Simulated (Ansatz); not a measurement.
## Spin–orbit splittings in TaN

```
CELL_PARAMETERS angstrom
2.93994 0.00000 0.00000
-1.46997 2.54606 0.00000
0.00000 0.00000 2.89018
ATOMIC_POSITIONS crystal
Ta 0.00000 0.00000 0.50000
N 0.66667 0.33333 0.00000
```

Atom numbers follow the list: Ta1, N2.

The conventional cell has a = 2.940 Å, b = 2.940 Å, c = 2.890 Å, α = 90.00°, β = 90.00°, γ = 120.00°. Around Ta (atom 1) lie 6 N at 2.23 Å. N (atom 2) has 6 Ta at 2.23 Å as nearest neighbours.

Structure from Materials Project entry mp-1459 (possibly hypothetical), not relaxed further.

Levels of theory: DFT, PBE, all-electron LAPW, scalar-relativistic (Ansatz 0.2.0); DFT, PBE, all-electron LAPW, Dirac equation with spin-orbit coupling (Ansatz 0.2.0).

Sampling and basis: a Γ-centred 13×13×11 k mesh, Fermi–Dirac smearing of 0.05 eV, basis error target 1 meV/atom, no spin polarisation.

Levels between -4 and 3 eV, each run counted from its own valence-band top where it has a gap, else its Fermi level. Scalar levels are listed once for both spins; with the coupling every spinor state is counted. Levels near the edges of the range can cross them.

At K (0.333, 0.333, 0.000) the scalar-relativistic levels are 0.10, 1.04, 1.56, 2.45. What are they with spin–orbit coupling?

-0.12, 0.19, 0.73, 1.06, 1.49, 1.62, 2.23, 2.58.

At H (0.333, 0.333, 0.500) the scalar-relativistic levels are -3.92, -0.40. What are they with spin–orbit coupling?

-3.97, -0.52, -0.45.
